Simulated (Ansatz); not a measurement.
# Sb: convergence with the PAW cutoff

Aim: hold Sb and all else fixed and vary the PAW cutoff, to see how far energy and properties move.

Computed with Ansatz 0.2.0 (DFT, PBE, PAW with Ansatz's default frozen-core files, scalar-relativistic, unless a step's input says otherwise).

3 further runs of the same task are left out: 3 that didn't finish. Runs told in other sessions of the task aren't counted.

**1. The structure to begin with**

It takes space group I4/mmm (No. 139, tetragonal). Conventional cell: a = 3.010 Å, b = 3.010 Å, c = 4.960 Å, α = 90.00°, β = 90.00°, γ = 90.00°. Around Sb (site symmetry 4/mmm) lie 12 Sb at 3.01 to 3.27 Å.

Coordinates:

```xyz
1
Lattice="-1.5050 1.5050 2.4800 1.5050 -1.5050 2.4800 1.5050 1.5050 -2.4800" Properties=species:S:1:pos:R:3 pbc="T T T"
Sb    0.0000    0.0000    0.0000
```

The geometry is a database entry used as it stands. It may stem from high pressure or temperature, or be incomplete, so it serves as a test cell.

**2. With PAW files, cutoff 250 eV**

Contents of input.yaml:

```yaml
crystal:
  lattice:
    - [-1.505, 1.505, 2.48]
    - [1.505, -1.505, 2.48]
    - [1.505, 1.505, -2.48]
  atoms:
    - { symbol: Sb, position: [0.0, 0.0, 0.0] }
kpoints:
  mp_grid: { grid: [19, 19, 19] }
scf:
  occupations: { method: fermi_dirac, width: 0.05 }
hamiltonian:
  xc: pbe
  pseudopotentials: { kind: paw }
output:
  forces: true
  stress: true
  eigenvalues: true
  efg: { contact_densities: true }
basis:
  ecutwfc: 250
```

Launch:

```bash
$ ansatz run input.yaml --threads 1 --pin off --max-ram 2048MiB --backend cpu --events-out ev --progress --plain --runs-dir out
```

**3. With PAW files, cutoff 350 eV**

input.yaml: that of step 2 with these lines changed.

```diff
@@ -20,2 +20,2 @@
 basis:
-  ecutwfc: 250
+  ecutwfc: 350
```

**4. With PAW files, cutoff 500 eV**

input.yaml: that of step 3 with these lines changed.

```diff
@@ -20,2 +20,2 @@
 basis:
-  ecutwfc: 350
+  ecutwfc: 500
```

**5. With PAW files, cutoff 600 eV**

input.yaml: that of step 4 with these lines changed.

```diff
@@ -20,2 +20,2 @@
 basis:
-  ecutwfc: 500
+  ecutwfc: 600
```

**6. With PAW files, cutoff 800 eV**

input.yaml: that of step 5 with these lines changed.

```diff
@@ -20,2 +20,2 @@
 basis:
-  ecutwfc: 600
+  ecutwfc: 800
```

(Steps that only read results are left out.)

Before running it: what results should come out? Wanted: energy error of the loosest run; pressure, lowest to highest.

As calculated:

```
                             quantity               value
energy error of the loosest run (PAW)     1108.1 meV/atom
               within 1 meV/atom from       cutoff 500 eV
    pressure, lowest to highest (PAW)  19.24 to 19.54 GPa
```

In words: At the loosest setting in the table the energy misses the tightest run by 1108.1 meV/atom; from cutoff 500 eV on, all lie within 1 meV/atom of it. The energy falls at every step, as a growing basis should make it. The pressure spans 0.30 GPa (PAW). The tightest run took 8.3 s against 2.8 s for the loosest. Spin-orbit coupling is left out, though the cell holds Sb; in elements this heavy it can shift bands and gaps by tenths of an eV.
